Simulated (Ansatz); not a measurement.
BaSnO3 (cubic perovskite)

```
BaSnO3
1.0
    8.35215     0.00000     0.00000
    4.17608     4.17608     0.00000
    4.17608     0.00000     4.17608
Ba Sn O
2 2 6
Direct
  0.00000   0.00000   0.00000
  0.50000   0.00000   0.00000
  0.75000   0.50000   0.50000
  0.25000   0.50000   0.50000
  0.50000   0.50000   0.50000
  0.00000   0.50000   0.50000
  0.00000   0.50000   0.00000
  0.50000   0.50000   0.00000
  0.00000   0.00000   0.50000
  0.50000   0.00000   0.50000
```

The atoms are displaced by Q × the pattern below (from a DFPT mode at R = (0.5, 0.5, 0.5), largest move 1; Q in Å), at fixed cell. It is one choice among 2 degenerate patterns. (q is in reciprocal vectors of the primitive cell; the cell shown is doubled to hold the pattern.)

```tsv
atom	x	y	z
O5	0.354	0.000	0.000
O6	-0.354	0.000	0.000
O7	0.000	0.000	-1.000
O8	0.000	0.000	1.000
O9	0.000	0.646	0.000
O10	0.000	-0.646	0.000
```

Atoms not listed stay in place.

Level of theory: PBE (plane waves to 420 eV, PAW, scalar-relativistic; Ansatz, a program for electronic structure). k mesh 8×8×8 (Γ-centred), Fermi-Dirac smearing 0.05 eV. The energy includes the smearing's −TS. Stress and pressure are positive under compression. BaSnO3 was relaxed with its symmetry unable to fall. ΔE is measured from the undisplaced structure.

```
Q (Å)   ΔE (meV/cell)  P (GPa)  −dE/dQ from forces (eV/Å)
------  -------------  -------  -------------------------
-0.100          167.0     1.29                      3.489
-0.083          114.4     0.89                      2.832
-0.067           72.4     0.57                      2.216
-0.050           40.3     0.32                      1.632
-0.033           17.8     0.14                      1.074
-0.017            4.4     0.03                      0.533
0.000             0.0     0.00                      0.000
0.017             4.4     0.03                     -0.533
0.033            17.8     0.14                     -1.074
0.050            40.3     0.32                     -1.632
0.067            72.4     0.57                     -2.216
0.083           114.4     0.89                     -2.832
0.100           167.0     1.29                     -3.489
```

Key numbers:

```
Quantity                                                                                                              Value
-----------------------------------------------------------  --------------------------------------------------------------
Energy at Q = 0.100 Å                                                                                        167.0 meV/cell
Space group of the distorted cell                                                         Fmmm (No. 69), lowered from Pm-3m
Symmetry of the curve                                                                         even: the same for both signs
Shape of the curve                                           a single well with its minimum at or next to zero displacement
Harmonic wavenumber from the curvature (finite differences)                                                        419 cm⁻¹
```

(For displaced atoms, the force is minus the slope of the energy, and its curvature is a force constant, which sets phonon frequencies.)
